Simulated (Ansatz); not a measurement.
# CuB3: the cost of one run

Computed with Ansatz 0.2.0 (DFT PBE, scalar-relativistic, plane waves, PAW, unless a step's input says otherwise).

## Step 1: Starting point

The structure is cubic, space group Pm-3n (No. 223). Conventional cell: a = 4.056 Å, b = 4.056 Å, c = 4.056 Å, α = 90.00°, β = 90.00°, γ = 90.00°. Around Cu (site symmetry m-3) lie 12 B at 2.27 Å. Around B (site symmetry -4m2) lie 2 B at 2.03 Å and 4 Cu at 2.27 Å.

Coordinates:

```
CELL_PARAMETERS angstrom
4.05644 0.00000 0.00000
0.00000 4.05644 0.00000
0.00000 0.00000 4.05644
ATOMIC_POSITIONS crystal
Cu 0.00000 0.00000 0.00000
Cu 0.50000 0.50000 0.50000
B 0.00000 0.50000 0.25000
B 0.00000 0.50000 0.75000
B 0.25000 0.00000 0.50000
B 0.75000 0.00000 0.50000
B 0.50000 0.75000 0.00000
B 0.50000 0.25000 0.00000
```

This is candidate A: A15 type (Pm-3n, No. 223).

(A quick probe on a coarse mesh, which set the mesh and smearing, is not shown.)

## Step 3: Rough relaxation on the coarse mesh (candidate A)

Contents of input.yaml:

```yaml
crystal:
  lattice:
    - [4.0564443751, 0.0, 0.0]
    - [0.0, 4.0564443751, 0.0]
    - [0.0, 0.0, 4.0564443751]
  atoms:
    - { symbol: Cu, position: [0.0, 0.0, 0.0] }
    - { symbol: Cu, position: [0.5, 0.5, 0.5] }
    - { symbol: B, position: [0.0, 0.5, 0.25] }
    - { symbol: B, position: [0.0, 0.5, 0.75] }
    - { symbol: B, position: [0.25, 0.0, 0.5] }
    - { symbol: B, position: [0.75, 0.0, 0.5] }
    - { symbol: B, position: [0.5, 0.75, 0.0] }
    - { symbol: B, position: [0.5, 0.25, 0.0] }
basis:
  ecutwfc: 420
kpoints:
  mp_grid: { grid: [4, 4, 4] }
hamiltonian:
  xc: pbe
scf:
  occupations: { method: gaussian, width: 0.1 }
  lower_state_search: "off"
output:
  forces: true
  stress: true
  eigenvalues: true
relax:
  adjacent_minimum: "off"
  f_tol: 0.04
  max_steps: 70
  cell: { stress_tol: 0.4 }
```

Started as:

```bash
> ansatz run input.yaml --threads 1 --pin off --max-ram 2560MiB --backend cpu --events-out ev --progress --plain --runs-dir out
```

Q: Estimate wall time and peak memory on 1 thread of Intel Xeon 6975P-C (Granite Rapids), shared host.

About 4.8 s, with a peak of 0.36 GiB.
